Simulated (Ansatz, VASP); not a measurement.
## MgH in VASP and in Ansatz

```xyz
2
Lattice="2.6885 0.0000 0.0000 0.0000 2.6885 0.0000 0.0000 0.0000 3.1508" Properties=species:S:1:pos:R:3 pbc="T T T"
Mg    1.3443    1.3443    0.0000
H     0.0000    0.0000    0.0000
```

Alike in both runs: task relaxation of cell and atoms; functional PBE; k mesh 6 × 6 × 6; occupations gaussian, width 0.1 eV; no spin polarisation.

|  | VASP | Ansatz |
| --- | --- | --- |
| version | VASP 6.6.1 | Ansatz 0.2.0 |
| potentials or method | VASP PAW PBE potentials, release 64 (Mg, H) | scalar-relativistic, plane waves, PAW |
| plane-wave cutoff (eV) | 600 | 420 |
| valence electrons in the cell | 3 | 11 |

Ansatz gave:

- gap on the k mesh at the Fermi level, each at its own relaxed structure (eV): none
- relaxed volume (Å³/atom): 14.10
- relaxed cell length with the largest relative difference (Å): 3.186
- energy change over the relaxation (meV/atom): -154

Task: Which values does VASP return?

Result: gap on the k mesh at the Fermi level, each at its own relaxed structure (eV): none; relaxed volume (Å³/atom): 13.92; relaxed cell length with the largest relative difference (Å): 3.163; energy change over the relaxation (meV/atom): -151.

A gap of «none» marks a metal or a gap that the smearing closes. The two sets of potentials don't hold the same shells in valence.

Caveats: the k mesh is coarse (spacing up to 0.39 Å⁻¹), so the values aren't converged; the volume moved by over 15 % at a fixed basis, so the end points are rough.
